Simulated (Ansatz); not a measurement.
A run of Ansatz 0.2.0 is set up as follows.

input.yaml

```yaml
crystal:
  lattice:
    - [-1.508, 1.508, 2.1072475377]
    - [1.508, -1.508, 2.1072475377]
    - [1.508, 1.508, -2.1072475377]
  atoms:
    - { symbol: Co, position: [0.0, 0.0, 0.0], spin: 2.0 }
    - { symbol: O, position: [0.5, 0.5, 0.0] }
kpoints:
  mp_grid: { grid: [12, 12, 12] }
scf:
  occupations: { method: fermi_dirac, width: 0.05 }
hamiltonian:
  xc: pbesol
  pseudopotentials: { kind: all_electron, lapw: { basis_error: 0.001 } }
magnetization:
  spin_polarized: true
output:
  forces: true
  stress: true
relax:
  f_tol: 0.005
  max_steps: 60
  cell: { p_target: 5 }
```

Potentials or basis: all-electron LAPW, scalar-relativistic.

Launch:

```sh
$ ansatz run input.yaml --threads 2 --pin off --max-ram 6144MiB --backend cpu --events-out ev --progress --plain --runs-dir out
```

Question: Estimate the net moment.

Answer: 2.55 μB per cell.

Question: Predict the absolute moment.

Answer: 2.57 μB per cell.

Question: Predict the site moments.

Answer: Co +2.27; O +0.24 μB.

Final structure:
```
Co O
1.0
    -1.45848    1.45848    2.06108
     1.45848   -1.45848    2.06108
     1.45848    1.45848   -2.06108
Co O
1 1
Direct
  0.00000 0.00000 0.00000
  0.50000 0.50000 0.00000
```

Caveat: a cell with one magnetic atom can't hold antiferromagnetic order, which such compounds often take.
